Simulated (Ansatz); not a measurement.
# C41O: the cost of one run

Computed with Ansatz 0.2.0 (DFT PBE+D3(BJ), scalar-relativistic, plane waves, PAW, unless a step's input says otherwise).

10 further runs of the same task are left out: 10 set aside as unsound or not needed. Runs told in other sessions of the task aren't counted.

## Step 1: The structure to begin with

The structure is trigonal, space group R-3m (No. 166). The conventional cell has a = 2.465 Å, b = 2.465 Å, c = 10.075 Å, α = 90.00°, β = 90.00°, γ = 120.00°. Around C (site symmetry 3m) lie 3 C at 1.42 Å.

Coordinates:

```xyz
2
Lattice="1.2325 0.7116 3.3582 -1.2325 0.7116 3.3582 0.0000 -1.4231 3.3582" Properties=species:S:1:pos:R:3 pbc="T T T"
C     0.0000    0.0000    1.6785
C     0.0000    0.0000    8.3962
```

This cell was relaxed beforehand with the same method: volume 8.84 Å³/atom, gap on the mesh 0.65 eV.

## Step 2: The grid

Atoms count from 1 in the order of the input.

CO (O end down) is moved over the surface cell at a fixed height above a rigid substrate; the origin of the map has the adsorbate above C33; the height is held at 3.60 Å.

The axes are (1) position of O41 along the first surface vector, from above C33: 4 values from 0.00 to 0.75, periodic; (2) position of O41 along the second surface vector, from above C33: 4 values from 0.00 to 0.75, periodic.

Nothing else is relaxed. Points are written as (first, second).

The two vectors of the plane (Å): (3.647, 0.000, 0.000); (-1.666, 3.931, 0.000).

## Step 3: Grid point (0/4, 0/4) of the map's two axes

A dipole layer in the vacuum cancels the field that periodic copies would set up if the slab's two faces differ.

File input.yaml:

```yaml
crystal:
  lattice:
    - [7.294648438, 0.0, 0.0]
    - [-3.3317658956, 7.8620301879, 0.0]
    - [0.0, 0.0, 23.5809581711]
  atoms:
    - { symbol: C, position: [0.250089967, 0.1666966556, 0.1696283913] }
    - { symbol: C, position: [0.250089967, 0.6666966556, 0.1696283913] }
    - { symbol: C, position: [0.750089967, 0.1666966556, 0.1696283913] }
    - { symbol: C, position: [0.750089967, 0.6666966556, 0.1696283913] }
    - { symbol: C, position: [0.2499100331, 0.3333033444, 0.1696283913] }
    - { symbol: C, position: [0.2499100331, 0.8333033444, 0.1696283913] }
    - { symbol: C, position: [0.749910033, 0.3333033444, 0.1696283913] }
    - { symbol: C, position: [0.7499100331, 0.8333033444, 0.1696283913] }
    - { symbol: C, position: [0.250089967, 0.4166966557, 0.2218942371] }
    - { symbol: C, position: [0.250089967, 0.9166966557, 0.2218942371] }
    - { symbol: C, position: [0.750089967, 0.4166966557, 0.2218942371] }
    - { symbol: C, position: [0.750089967, 0.9166966557, 0.2218942371] }
    - { symbol: C, position: [0.2499100331, 0.0833033444, 0.2218942371] }
    - { symbol: C, position: [0.2499100331, 0.5833033444, 0.2218942371] }
    - { symbol: C, position: [0.7499100331, 0.0833033444, 0.2218942371] }
    - { symbol: C, position: [0.7499100331, 0.5833033444, 0.2218942371] }
    - { symbol: C, position: [0.2500106166, 0.167658483, 0.2741412246] }
    - { symbol: C, position: [0.2500106166, 0.667658483, 0.2741412246] }
    - { symbol: C, position: [0.7500106166, 0.167658483, 0.2741412246] }
    - { symbol: C, position: [0.7500106166, 0.667658483, 0.2741412246] }
    - { symbol: C, position: [0.2499893834, 0.332341517, 0.2741412246] }
    - { symbol: C, position: [0.2499893834, 0.832341517, 0.2741412246] }
    - { symbol: C, position: [0.7499893834, 0.332341517, 0.2741412246] }
    - { symbol: C, position: [0.7499893834, 0.832341517, 0.2741412246] }
    - { symbol: C, position: [0.2500643137, 0.4183240206, 0.3266192408] }
    - { symbol: C, position: [0.2500643137, 0.9183240206, 0.3266192408] }
    - { symbol: C, position: [0.7500643137, 0.4183240206, 0.3266192408] }
    - { symbol: C, position: [0.7500643137, 0.9183240206, 0.3266192408] }
    - { symbol: C, position: [0.2499356863, 0.0816759794, 0.3266192408] }
    - { symbol: C, position: [0.2499356863, 0.5816759794, 0.3266192408] }
    - { symbol: C, position: [0.7499356863, 0.0816759794, 0.3266192408] }
    - { symbol: C, position: [0.7499356863, 0.5816759794, 0.3266192408] }
    - { symbol: C, position: [0.2498811848, 0.1772167637, 0.3744953071] }
    - { symbol: C, position: [0.2498811848, 0.6772167637, 0.3744953071] }
    - { symbol: C, position: [0.7498811848, 0.1772167637, 0.3744953071] }
    - { symbol: C, position: [0.7498811848, 0.6772167637, 0.3744953071] }
    - { symbol: C, position: [0.2501188152, 0.3227832363, 0.3744953071] }
    - { symbol: C, position: [0.2501188152, 0.8227832363, 0.3744953071] }
    - { symbol: C, position: [0.7501188152, 0.3227832363, 0.3744953071] }
    - { symbol: C, position: [0.7501188152, 0.8227832363, 0.3744953071] }
    - { symbol: O, position: [0.2498811848, 0.1772167637, 0.5271608592] }
    - { symbol: C, position: [0.2498811848, 0.1772167637, 0.5759290217] }
basis:
  ecutwfc: 420
kpoints:
  mp_grid: { grid: [4, 4, 1] }
hamiltonian:
  xc: pbe
  pseudopotentials: { kind: paw, azcp: { folder: soft_1 } }
  dispersion: d3bj
scf:
  occupations: { method: gaussian, width: 0.05 }
output:
  forces: true
  eigenvalues: true
  write_density: true
  write_potential: true
  elf: true
  volumetric_format: npy
efield:
  axis: 3
  dipole_correction: true
  ramp_width: 0.04
```

The run is started by

```sh
ansatz run input.yaml --threads 4 --pin off --max-ram 12288MiB --backend cpu --events-out ev --progress --plain --runs-dir out
```

**Question.** How long does this run take on 4 threads of Arm Neoverse N1, shared host, and how much memory does it need?

About 2.2 min, with a peak of 3.7 GiB.
